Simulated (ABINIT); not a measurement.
A run of ABINIT 10.8.3 (patched build) is set up as follows.

File run.abi:

```
# Pseudopotentials
pp_dirpath "./"
pseudos "Ge.GGA_PBE-JTH.xml"

# Structure
structure "poscar:POSCAR"
natom 1

# Plane-wave basis
ecut 598.650497 eV
pawecutdg 44.0
pawxcdev 0

# k points
kptopt 1
ngkpt 12 12 12
nshiftk 1
shiftk 0.0 0.0 0.0

# Exchange and correlation
ixc 11

# Bands and occupations
nband 11
occopt 3
tsmear 0.00183747

# SCF cycle
nstep 100
tolvrs 1.0e-9

# Output
iomode 3
prtwf 0
prteig 0
prtebands 0
prtden 1
prtvha 1
prtvclmb 1
prtpot 1
```

POSCAR

```
Ge
1.0
   -1.6084200000      1.6084200000      1.8731800000
    1.6084200000     -1.6084200000      1.8731800000
    1.6084200000      1.6084200000     -1.8731800000
Ge
1
Direct
    0.5000000000      0.5000000000      0.0000000000  Ge
```

Potentials or basis: JTH PAW PBE v2.0.

Run with:

```bash
$ abinit run.abi > log 2>&1
```

Q: Predict the pressure.

A: 0.2 GPa.

Q: What does it give for the band gap on the k mesh?

A: None (metal or under the smearing width).

Stress tensor (GPa, compression positive):
```
-0.02  0.00  0.00
 0.00 -0.02  0.00
 0.00  0.00  0.63
```
